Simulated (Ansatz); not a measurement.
# BaTiO3: the cost of one run

Program: Ansatz 0.2.0. PAW datasets, plane waves. The values are computed, spin-unpolarised, and not measurements.

## (1) The cell

The unstrained cell was relaxed with r2SCAN; in each strained cell the atoms were relaxed again with r2SCAN. Names of k-points are those of the unstrained zone, where strain can split equivalent points. First state: -3.0 % equal strain in all directions.

Space group Pm-3m (No. 221), cubic; conventional cell a = 3.874 Å, 11.63 Å³ an atom. Near Ba stand 12 O at 2.74 Å; near Ti stand 6 O at 1.94 Å; near O stand 2 Ti at 1.94 Å and 4 Ba at 2.74 Å.

As a file:

```cif
data_structure
_symmetry_space_group_name_H-M 'P 1'
_symmetry_Int_Tables_number 1
_cell_length_a 3.8743
_cell_length_b 3.8743
_cell_length_c 3.8743
_cell_angle_alpha 90.000
_cell_angle_beta 90.000
_cell_angle_gamma 90.000
_cell_volume 58.15
loop_
_atom_site_label
_atom_site_type_symbol
_atom_site_fract_x
_atom_site_fract_y
_atom_site_fract_z
_atom_site_occupancy
Ba1 Ba 0.00000 0.00000 0.00000 1
Ti1 Ti 0.50000 0.50000 0.50000 1
O1 O 0.50000 0.50000 0.00000 1
O2 O 0.50000 0.00000 0.50000 1
O3 O 0.00000 0.50000 0.50000 1
```

From earlier runs on the unstrained cell: PBE 1.82 eV, r2SCAN 2.17 eV, HSE06 3.21 eV; a = 3.994 Å.

## (2) -3.0 % equal strain in all directions: PBE

The input, input.yaml:

```yaml
crystal:
  lattice:
    - [3.8742736244, 0.0, 0.0]
    - [0.0, 3.8742736244, 0.0]
    - [0.0, 0.0, 3.8742736244]
  atoms:
    - { symbol: Ba, position: [0.0, 0.0, 0.0] }
    - { symbol: Ti, position: [0.5, 0.5, 0.5] }
    - { symbol: O, position: [0.5, 0.5, 0.0] }
    - { symbol: O, position: [0.5, 0.0, 0.5] }
    - { symbol: O, position: [0.0, 0.5, 0.5] }
kpoints:
  mp_grid: { grid: [6, 6, 6] }
  band_path:
    path: [[0.0, 0.0, 0.0], [0.0, 0.5, 0.0], [0.5, 0.5, 0.0], [0.5, 0.5, 0.5]]
    npoints: 1
hamiltonian:
  xc: pbe
scf:
  occupations: { method: fermi_dirac, width: 0.02 }
  n_extra_bands: 5
output:
  forces: true
  stress: true
  eigenvalues: true
```

Started as:

```bash
$ ansatz run input.yaml --threads 4 --pin off --max-ram 4608MiB --backend cpu --events-out ev --progress --plain --runs-dir out
```

Q: Estimate wall time and peak memory on 4 threads of Intel Xeon at 2.50GHz (Skylake/Cascade Lake), shared host.

About 5.1 s, with a peak of 0.39 GiB.
